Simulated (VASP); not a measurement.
Crystal: SnS2.

```
CELL_PARAMETERS angstrom
3.66709 0.00000 0.00000
-1.83354 3.17579 0.00000
0.00000 0.00000 5.81104
ATOMIC_POSITIONS crystal
Sn 0.00000 0.00000 0.00000
S 0.33333 0.66667 0.25435
S 0.66667 0.33333 0.74565
```

Program: VASP 6.6.1. Alike in all runs: task band structure; no spin polarisation; cell as given; k mesh 9 × 9 × 5; cutoff (eV) 520; smearing gaussian 0.03 eV.

**Question.** Order these runs on this cell by their band gap on the k mesh, lowest first.
A. level PBE+D3(BJ); potentials or basis VASP PAW PBE potentials, release 64 (Sn_d, S)
B. level LDA; potentials or basis VASP PAW LDA potentials, release 64 (Sn_d, S)
C. level TB-mBJ; potentials or basis VASP PAW PBE potentials, release 64 (Sn_d, S)

**Answer.** B (1.14 eV), A (1.31 eV), C (2.07 eV).

Caveats: spin-orbit coupling is left out, which moves the levels of the heavy elements.

